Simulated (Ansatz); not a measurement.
The reference is ZnTe in the zinc blende structure (space group F-43m, No. 216; a = 6.1791 Å). Axes: x, y, z lie along the cube axes.

Calculations: PBE (Ansatz, a first-principles code; PAW; 420 eV plane waves; scalar-relativistic without spin-orbit coupling).

Free-standing slabs (2 atom(s) a layer) normal to [110] with 15 Å of vacuum; in-plane cell held at bulk.

One change was made to it. Results:

The gap character is direct at Γ; the band gap increases by 0.539 eV (1.08 eV → 1.61 eV).

What was done to the base?
A. 1 layer
B. 7 layers
C. 5 layers
D. 2 layers
E. 3 layers

C, 5 layers. For comparison, the band gap in the other runs: 2 layers gives 2.33 eV; 7 layers gives 1.48 eV; 3 layers gives 1.70 eV; 1 layer gives 1.44 eV.

Spin-orbit coupling, missing from the scalar runs, can matter with Te. Stability against distortions was not tested. Labels are those of the standard path for the cell's own space group.
